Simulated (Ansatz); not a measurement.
Nb under changes of volume

One of the cells (18.922 Å³/atom); the others are scaled copies at fixed shape and fractional positions:

```
Nb
1.0
     0.00000    2.11500    2.11500
     2.11500    0.00000    2.11500
     2.11500    2.11500    0.00000
Nb
1
Direct
  0.00000 0.00000 0.00000
```

This isn't the form of Nb at room conditions, which is bcc.

```yaml
Program: Ansatz 0.2.0
Functional: PBEsol
Potentials_or_basis: Ansatz PAW
Cutoff: "420 eV (not typed: the program's choice for these potentials)"
k_mesh: 11 × 11 × 11
Occupations: fermi-dirac, width 0.05 eV
Spin: no spin polarisation
```

```csv
volume (Å³/atom),energy over the lowest point (meV/atom),pressure (GPa)
17.786,?,?
18.165,0.00,-0.8
18.543,6.14,-4.3
18.922,20.13,-7.4
19.300,41.18,-10.2
19.679,68.57,-12.7
20.057,101.62,-15.0
```

What does the run at 17.786 Å³/atom give?

Energy over the lowest point 2.52 meV/atom; pressure 3.0 GPa.

Worked out: A Birch-Murnaghan fit of order 3 (a polynomial in V^(-2/3)) to the other rows has its minimum at 18.08 Å³/atom, just outside them, with B0 = V·E''(V) = 181 GPa and B' = 4.1. It gives 2.60 meV/atom at 17.786 Å³/atom, against the run's 2.52, and -dE/dV = 3.1 GPa, against 3.0.

Energies are extrapolated to zero smearing.

Caveats: the PAW data sets come from PBE, with cores solved anew for the run's functional, which leaves a small shift of forces and pressure.
